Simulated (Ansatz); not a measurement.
# SiC: the cost of one run

Program: Ansatz 0.2.0. Level of theory: DFT r2SCAN, scalar-relativistic, plane waves, PAW. These are calculated values, not measurements.

The COD entry's cell or inner coordinates are ideal or old and differ from later refinements, so a difference from it is no clean test against experiment.

2 further runs of the same task are left out: 2 set aside as unsound or not needed.

**1. The starting structure**

It takes space group F-43m (No. 216, cubic). The conventional cell has a = 4.356 Å, b = 4.356 Å, c = 4.356 Å, α = 90.00°, β = 90.00°, γ = 90.00°. Si (site symmetry -43m) is surrounded by 4 C at 1.89 Å. Around C (site symmetry -43m) lie 4 Si at 1.89 Å.

As a file:

```
Si C
1.0
     0.00000   -2.17814   -2.17814
    -2.17814    0.00000   -2.17814
     2.17814    2.17814   -4.35629
Si C
2 2
Direct
  0.00000 0.00000 0.00000
  0.50000 0.50000 0.50000
  0.37500 0.37500 0.87500
  0.87500 0.87500 0.37500
```

It is built from the cell relaxed beforehand with the same method (10.33 Å³/atom).

**2. The undisturbed cell**

Contents of input.yaml:

```yaml
crystal:
  lattice:
    - [0.0, -2.1781449867, -2.1781449867]
    - [-2.1781449867, 0.0, -2.1781449867]
    - [2.1781449867, 2.1781449867, -4.3562899735]
  atoms:
    - { symbol: Si, position: [0.0, 0.0, 0.0] }
    - { symbol: Si, position: [0.5, 0.5, 0.5] }
    - { symbol: C, position: [0.375, 0.375, 0.875] }
    - { symbol: C, position: [0.875, 0.875, 0.375] }
basis:
  ecutwfc: 500
kpoints:
  mp_grid: { grid: [12, 12, 10] }
hamiltonian:
  xc: r2scan
scf:
  occupations: { method: gaussian, width: 0.05 }
output:
  forces: true
  stress: true
  eigenvalues: true
```

Command:

```
> ansatz run input.yaml --threads 2 --pin off --max-ram 5120MiB --backend cpu --events-out ev --progress --plain --runs-dir out
```

**Question.** How long does this run take on 2 threads of Intel Xeon 6975P-C (Granite Rapids), shared host, and how much memory does it need?

About 8.6 s, with a peak of 0.71 GiB.
